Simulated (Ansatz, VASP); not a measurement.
**SnO in VASP and in Ansatz**

```xyz
2
Lattice="3.2251 0.0000 0.0000 0.0000 3.2251 0.0000 0.0000 0.0000 3.2251" Properties=species:S:1:pos:R:3 pbc="T T T"
Sn    0.0000    0.0000    0.0000
O     1.6125    1.6125    1.6125
```

Change from the starting cell: hydrostatic strain +3.9%.

Alike in both runs: task single point; functional r2SCAN; k mesh 8 × 8 × 8; occupations fermi-dirac, width 0.02 eV; no spin polarisation.

|  | VASP | Ansatz |
| --- | --- | --- |
| version | VASP 6.6.1 | Ansatz 0.2.0 |
| potentials or method | VASP PAW PBE potentials, release 64 (Sn_d, O) | plane waves, PAW |
| plane-wave cutoff (eV) | 520 | 500 |
| valence electrons in the cell | 20 | 20 |

```tsv
	VASP	Ansatz	Ansatz less VASP
pressure (GPa)	-9.7	-9.7	-0.03
```

Caveats: the PAW data sets were made with another functional, which shifts forces and pressure a little (VASP). A k mesh can miss the band edges.
